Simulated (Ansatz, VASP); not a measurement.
# Zn in VASP and in Ansatz

File INCAR:

```
SYSTEM = Zn
PREC = Accurate
ENCUT = 520
EDIFF = 1E-7
ISMEAR = -1
SIGMA = 0.1
LREAL = .False.
LASPH = .True.
NELM = 100
ALGO = Normal
ISIF = 2
LWAVE = .False.
LCHARG = .False.
GGA = B5
ALDAX = 1.0
AGGAX = 1.0
AGGAC = 1.0
ALDAC = 0.0
NBANDS = 12
```

KPOINTS

```
Automatic mesh
0
Gamma
  15 15 15
  0 0 0
```

The input POSCAR:

```
Zn
1.0
    0.0000000000      2.1094740629      2.1094740629
    2.1094740629      0.0000000000      2.1094740629
    2.1094740629      2.1094740629      0.0000000000
Zn
1
Direct
    0.0000000000      0.0000000000      0.0000000000
```

Input for Ansatz:

```yaml
crystal:
  lattice:
    - [0.0, 2.1094740629, 2.1094740629]
    - [2.1094740629, 0.0, 2.1094740629]
    - [2.1094740629, 2.1094740629, 0.0]
  atoms:
    - { symbol: Zn, position: [0.0, 0.0, 0.0] }
hamiltonian:
  xc: blyp
  pseudopotentials:
    kind: paw
    azcp:
      Zn: "pseudopotentials/Zn.paw.azcp"
basis:
  ecutwfc: 420
  fft_grid_basis: typed
kpoints:
  mp_grid: { grid: [15, 15, 15], shift: [0, 0, 0] }
magnetization:
  spin_polarized: false
scf:
  occupations: { method: fermi_dirac, width: 0.1 }
  lower_state_search: "off"
output:
  stress: true
```

Alike in both runs: task single point; functional BLYP; k mesh 15 × 15 × 15; occupations fermi-dirac, width 0.1 eV; no spin polarisation.

|  | VASP | Ansatz |
| --- | --- | --- |
| version | VASP 6.6.1 | Ansatz 0.2.0 |
| potentials or method | VASP PAW PBE potentials, release 64 (Zn) | plane waves (420 eV) with PAW, scalar-relativistic |
| plane-wave cutoff (eV) | 520 | 420 |
| valence electrons in the cell | 12 | 12 |

VASP gave:

```
pressure (GPa) : -3.2
```

Q: Estimate Ansatz's values.

A: Pressure (GPa): -3.3.

The functional is the same, so the differences come from potentials, cutoffs and numerics.

Caveats: the PAW data sets were made with another functional, which shifts forces and pressure a little (VASP).
